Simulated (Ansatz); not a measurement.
**Calculation log, KF (Fm-3m) (elastic constants by finite strains)**

Level of theory: PBEsol, PAW on Ansatz 0.2.0's default frozen-core files (fitted under PBE), scalar-relativistic.

Cell and atoms were relaxed beforehand by PAW with this functional.

Launched as:

```sh
ansatz run input.yaml --threads 1 --pin off --max-ram 2560MiB --backend cpu --events-out ev --progress --plain --runs-dir out
```

input.yaml:

```yaml
crystal:
  lattice:
    - [0.0, 2.65418808645, 2.65418808645]
    - [2.65418808645, 0.0, 2.65418808645]
    - [2.65418808645, 2.65418808645, 0.0]
  atoms:
    - { symbol: K, position: [0.0, 0.0, 0.0] }
    - { symbol: F, position: [0.5, 0.5, 0.5] }
kpoints:
  mp_grid: { grid: [8, 8, 8] }
scf:
  occupations: { method: fixed }
hamiltonian:
  xc: pbesol
  pseudopotentials: { kind: paw }
elastic:
  mode: relaxed_ion
  stencil: two_point
  amplitude: 0.003
```

Output:

```
Warning: RAYON_NUM_THREADS=1 ignored (pool sized by the plan → 1); use --threads N
Engine: ansatz 0.2.0, x86_64-unknown-linux-gnu
Pseudopotentials: kind: paw
Pseudopotential: K, paw, valence charge 9, recommended cutoff 420 eV (normal), K.paw.azcp
Pseudopotential: F, paw, valence charge 7, recommended cutoff 420 eV (normal), F.paw.azcp
Functional definition: PBEsol
  exchange = pbesol_x
  correlation = pbesol_c
Crystal: 2 atoms, lattice volume = 37.396 Å³
Basis set: ecut = 420 eV, 725 PW (Γ), exchange–correlation on 54×54×54 points (8 copies of the dense FFT grid, shifted against one another)
Bands: 12, of which v1, the nominal top of the filled ones, is band 8 counted from 1 (7 counted from 0)
Symmetry: 48 space group operations
Space group: Fm-3m (ITA 225), of the structure as read, at distance tolerance 3.3e-5 Å
k-points: 29 of 512
Non-local potential: K, projectors of the file, l = 0: 3, l = 1: 2, l = 2: 2
Non-local potential: F, projectors of the file, l = 0: 2, l = 1: 2, l = 2: 1
PAW form: soft (Blöchl's): semilocal exchange-correlation on the pseudo side does not see the compensation charge
PAW frozen core: K, regenerated for the run's functional, and the local potential with it (the file was generated under x = pbe(κ = 0.804, μ = 0.2195149727645171), c = pbe(β = 0.06672455060314922))
PAW frozen core: F, regenerated for the run's functional, and the local potential with it (the file was generated under x = pbe(κ = 0.804, μ = 0.2195149727645171), c = pbe(β = 0.06672455060314922))
PAW one-centre angular grid: K, 110 points (default); XC on 64 Gauss nodes
PAW one-centre angular grid: F, 110 points (default); XC on 64 Gauss nodes
Initial density: superposition of atomic densities (neutral atoms: chi_scale 0, normalization atom), corrected by the library's trained network
Initial wavefunctions: pseudopotential atomic-orbital guess
Functional: x = pbesol(κ = 0.804, μ = 0.12345679012345678), c = pbesol(β = 0.046)
SCF iter   1: F=—  HF=-2319.113632 eV  |F-HF|=—  |Δ(HF+E_count)|=         —  Δρ=9.95e-3  dr2=2.43e-2  ethr=1.77e-3  ⟨swp⟩=4.3  Hψ=1877  notcnv=0  defer=47
preconditioner: auto → none  [insulator: Δε(μ)=5.983 eV  Ē_g=17.460 eV  n_scr=14 (ndim 8)  ℏωp=22.7 eV  f_vac=0.119  ε∞_Penn≈2.7]
SCF iter   2: F=—  HF=-2319.107399 eV  |F-HF|=—  |Δ(HF+E_count)|=   6.23e-3  Δρ=5.33e-3  dr2=6.32e-3  ethr=1.52e-4  ⟨swp⟩=2.0  Hψ=843  notcnv=0  defer=56
SCF iter   3: F=—  HF=-2319.105624 eV  |F-HF|=—  |Δ(HF+E_count)|=   1.77e-3  Δρ=8.00e-4  dr2=1.48e-4  ethr=3.95e-5  ⟨swp⟩=2.0  Hψ=587  notcnv=0  defer=56
SCF iter   4: F=—  HF=-2319.105632 eV  |F-HF|=—  |Δ(HF+E_count)|=   8.10e-6  Δρ=2.41e-4  dr2=6.38e-6  ethr=9.26e-7  ⟨swp⟩=3.0  Hψ=629  notcnv=0  defer=56
SCF iter   5: F=—  HF=-2319.105636 eV  |F-HF|=—  |Δ(HF+E_count)|=   4.13e-6  Δρ=5.07e-5  dr2=7.15e-7  ethr=3.99e-8  ⟨swp⟩=2.0  Hψ=598  notcnv=0  defer=3
SCF iter   6: F=—  HF=-2319.105638 eV  |F-HF|=—  |Δ(HF+E_count)|=   1.30e-6  Δρ=5.08e-6  dr2=7.96e-9  ethr=4.47e-9  ⟨swp⟩=2.0  Hψ=435  notcnv=0
SCF iter   7: F=—  HF=-2319.105638 eV  |F-HF|=—  |Δ(HF+E_count)|=   1.49e-8  Δρ=3.47e-7  dr2=4.92e-11  ethr=4.98e-11  ⟨swp⟩=2.0  Hψ=551  notcnv=0
[... 44 lines left out ...]
preconditioner: auto → none  [insulator: Δε(μ)=6.145 eV  Ē_g=17.552 eV  n_scr=14 (ndim 8)  ℏωp=22.7 eV  f_vac=0.112  ε∞_Penn≈2.7]
SCF iter   2: F=—  HF=-2319.105645 eV  |F-HF|=—  |Δ(HF+E_count)|=   1.44e-6  Δρ=9.99e-6  dr2=3.06e-9  ethr=3.07e-11  ⟨swp⟩=2.0  Hψ=1900  notcnv=0  defer=107
SCF iter   3: F=—  HF=-2319.105645 eV  |F-HF|=—  |Δ(HF+E_count)|=   6.41e-7  Δρ=5.40e-6  dr2=6.58e-10  ethr=1.91e-11  ⟨swp⟩=2.0  Hψ=1653  notcnv=0  defer=107
SCF iter   4: F=—  HF=-2319.105646 eV  |F-HF|=—  |Δ(HF+E_count)|=   2.53e-7  Δρ=4.78e-7  dr2=5.52e-11  ethr=4.11e-12  ⟨swp⟩=2.1  Hψ=1707  notcnv=0  defer=107
SCF iter   5: F=—  HF=-2319.105646 eV  |F-HF|=—  |Δ(HF+E_count)|=  4.35e-10  Δρ=9.75e-8  dr2=1.30e-12  ethr=3.45e-13 (applied; sched 1.00e-12)  ⟨swp⟩=2.0  Hψ=1429  notcnv=0  defer=107
SCF iter   6: F=—  HF=-2319.105646 eV  |F-HF|=—  |Δ(HF+E_count)|=  6.14e-11  Δρ=3.06e-8  dr2=2.18e-13  ethr=8.12e-15 (applied; sched 1.00e-12)  ⟨swp⟩=2.0  Hψ=1803  notcnv=0  defer=107
SCF iter   7: F=-2319.105646 eV  HF=-2319.105646 eV  |F-HF|=4.55e-13  |Δ(HF+E_count)|=    0.00e0  Δρ=1.08e-8  dr2=2.77e-14  ethr=1.00e-12  ⟨swp⟩=3.5  Hψ=3098  notcnv=0
SCF 5 converged in 7 iterations: F = -2319.105646 eV  dr2 = 2.77e-14
SCF converged after 9 iterations
Free energy (F): -2319.105638 eV
Harris-Foulkes:  -2319.105638 eV  (|F-HF|=9.09e-13)
Internal energy: -2319.105638 eV  (E = F + TS)
E sigma→0 (E₀):  -2319.105638 eV
Fermi energy:    1.494809 eV
--- Per-component energies (eV) ---
  E_band       = -123.058218
  E_kinetic    = 461.287199
  E_local      = -1099.188432  (includes V_loc(G=0)·N_el)
  E_nonlocal   = 87.232876
  E_hartree    = 394.579174
  E_xc         = -213.270472
  E_vxc        = -266.594463  (∫ρ·V_xc dr)
  E_paw        = -955.261480  (= ΣΔE_a)
  E_vpaw       = -94.955771  (= ΣTr[D̂ρ^β])
  E_aug_tail   = 0.002026  (compensation charges beyond the density's cutoff)
  E_ewald      = -994.636855
  E_core_change = 0.150328  (= ΣΔE_core)
  E_smearing   = -0.000000  (= −TS)
  E_closure    = -0.000000  (closes the sum)
  Σ components = -2319.105638   (vs F -2319.105638, Δ=0.00e0)
--- Forces (eV/Å), atoms counted from 1 ---
  atom   1  K     -0.00000000     0.00000000     0.00000000
  atom   2  F      0.00000000    -0.00000000    -0.00000000
  max |Σ_I F_I| component: 3.45e-29 eV/Å
--- Stress (GPa, compression-positive) ---
       -0.037727      -0.000000      -0.000000
       -0.000000      -0.037727       0.000000
        0.000000      -0.000000      -0.037727
  P = ⅓ Tr σ = -0.0377 GPa (-0.377 kbar)
--- Elastic constants: 2 strain directions × 2 members + reference (group order 48) ---
  dense FFT box of the reference and of every strained cell: 27×27×27
  strains applied: 11, 23; error gains: componentwise 1.00 (the most a stress slope's error grows in a printed constant), spectral 1.73 (1 for all six strains in a standard setting)
  C = ∂σ_k/∂η_j (tension-positive GPa; Voigt order 11 22 33 23 13 12):
        69.410     14.785     14.785      0.000     -0.000      0.000
        14.785     69.410     14.785     -0.000      0.000     -0.000
        14.785     14.785     69.410      0.000      0.000      0.000
        -0.000      0.000      0.000     13.652     -0.000     -0.000
        -0.000      0.000      0.000      0.000     13.652      0.000
        -0.000      0.000      0.000     -0.000     -0.000     13.652
  reference stress σ⁰ (GPa):      0.038      0.038      0.038      0.000      0.000      0.000
  C* (energy form; C + prestress term) asymmetry max|C*_kj − C*_jk| = 1.421e-14 GPa — a small one proves nothing (zero by symmetry where the batch's group is 432, −43m or m−3m); a large one is finite-difference/SCF noise where ...
  moduli (Voigt/Reuss/Hill, GPa): K = 32.99/32.99/32.99   G = 19.12/17.07/18.09   E = 45.89   ν = 0.268
  mechanically stable: yes (min eigenvalue of sym C = 13.65 GPa)
  strain η (Voigt 11):  stress-route row diagonal C_11 = 69.41 GPa, energy-path curvature d²(F+E_count+ΔE)/dδ²/Ω₀ = 69.20 GPa
         δ    σ_11 (GPa)             F (eV)   n_scf  n_hpsi   n_pw
    -3.000e-3      -0.1748       -2319.1056116       7   12895    743   relax 0 steps, max|allowed force component| 3.16e-30 eV/Å
     3.000e-3       0.2416       -2319.1055519       6   12073    746   relax 0 steps, max|allowed force component| 3.18e-29 eV/Å
  strain η (Voigt 23):  stress-route row diagonal C_44 = 13.65 GPa, energy-path curvature d²(F+E_count+ΔE)/dδ²/Ω₀ = 13.64 GPa
         δ    σ_23 (GPa)             F (eV)   n_scf  n_hpsi   n_pw
    -3.000e-3      -0.0410       -2319.1056457       8   21368    745   relax 0 steps, max|allowed force component| 7.22e-29 eV/Å
     3.000e-3       0.0410       -2319.1056457       7   19610    745   relax 0 steps, max|allowed force component| 1.04e-28 eV/Å
```

The calculation finished and met its thresholds.

Strained cells:

Elastic constants of a crystal by Kohn-Sham DFT: slopes of the stress over finite engineering strains of the given cell, Voigt indices, Cartesian axes as in the input; stress of each strained cell less that at rest, tension positive.

```
strain component  strain  stress xx (GPa)  stress yy (GPa)  stress zz (GPa)  stress yz (GPa)  stress xz (GPa)  stress xy (GPa)  relaxation steps
              xx  -0.003          -0.2125          -0.0447          -0.0447                0                0                0                 0
              xx   0.003           0.2039            0.044            0.044                0                0                0                 0
              yz  -0.003           0.0001                0                0           -0.041                0                0                 0
              yz   0.003           0.0001                0                0            0.041                0                0                 0
```

**Elastic constants**

| Quantity | Value |
| --- | --- |
| Pressure at rest | -0.038 GPa |
| Least elastic eigenvalue | 13.65 GPa |
| Elastically stable | yes |

```
index  elastic (GPa)
   11          69.41
   12          14.79
   44          13.65
```

**Elastic moduli**

Hill averages of a grain aggregate, Debye temperature from the mean sound speed over directions.

- Bulk modulus: 32.99 GPa
- Shear modulus: 18.09 GPa
- Young modulus: 45.89 GPa
- Poisson ratio: 0.2682
- Bulk over shear modulus: 1.824
- Elastic anisotropy index: 0.6005
- Least young modulus: 35.99 GPa
- Largest young modulus: 64.22 GPa
- Longitudinal sound speed: 4705 m/s
- Transverse sound speed: 2648 m/s
- Elastic debye temperature: 326.8 K
- Linear compressibility (x, y, z): 10.1, 10.1, 10.1 1/TPa
- Zener ratio: 0.4999
- Cauchy pressure: 1.13 GPa

Keep in mind: frozen-core PAW files fitted under PBE, their cores solved anew for the functional of the run.

It took 6 s on 1 thread of Intel(R) Xeon(R) Platinum 8488C (Sapphire Rapids) (shared host), peak memory 0.39 GiB.
